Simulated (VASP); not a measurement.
# Sm: single point with PBE

Crystal: Sm.

```
CELL_PARAMETERS angstrom
3.64400 0.00000 0.00000
-1.82200 3.15580 0.00000
0.00000 0.00000 5.87600
ATOMIC_POSITIONS crystal
Sm 0.33333 0.66667 0.25000
Sm 0.66667 0.33333 0.75000
```

This isn't the form of Sm at room conditions, which is rhombohedral.

* Program: VASP 6.6.1
* Task: single point
* Functional: PBE
* Potentials or basis: VASP PAW PBE potentials, release 64 (Sm)
* Cutoff: 520 eV
* k mesh: 10 × 10 × 5
* Occupations: gaussian, width 0.05 eV
* Spin: collinear spin, typed start
* Starting moments: [5.0, 5.0] μB

```
Pressure                                              : 2.7 GPa
Band gap on the k mesh                                : none (metal or under the smearing width)
Net moment                                            : 12.99 μB per cell
Site moments                                          : Sm +5.68 μB
Valence electrons inside the program's atomic spheres : Sm 13.66
```

Levels at points of the mesh, in eV from the Fermi level:
Spin up:
| k point | band 19 | band 20 | band 21 | band 22 | band 23 | band 24 | band 25 | band 26 |
| --- | --- | --- | --- | --- | --- | --- | --- | --- |
| (0.00, 0.00, 0.00) | -0.24 | -0.21 | -0.20 | -0.19 | -0.19 | -0.02 | 1.72 | 1.86 |
| (0.50, 0.00, 0.00) | -0.23 | -0.12 | -0.07 | -0.05 | 0.03 | 0.09 | 0.11 | 0.72 |
Spin down:
```tsv
k point	band 7	band 8	band 9	band 10	band 11	band 12	band 13	band 14
(0.00, 0.00, 0.00)	-17.08	-17.03	-3.27	-0.87	2.57	2.65	2.86	2.86
(0.50, 0.00, 0.00)	-17.31	-17.21	-0.42	-0.34	-0.02	1.84	2.67	2.76
```

It took 2.7 min on 1 thread of Intel(R) Xeon(R) 6975P-C (Granite Rapids), with other jobs on the host, peak memory 0.3 GiB.

Caveat: the magnetic or orbital state may not be the lowest; spin-orbit coupling is left out, which moves the levels of the heavy elements. The state reached can hang on the start; a lower one may exist.
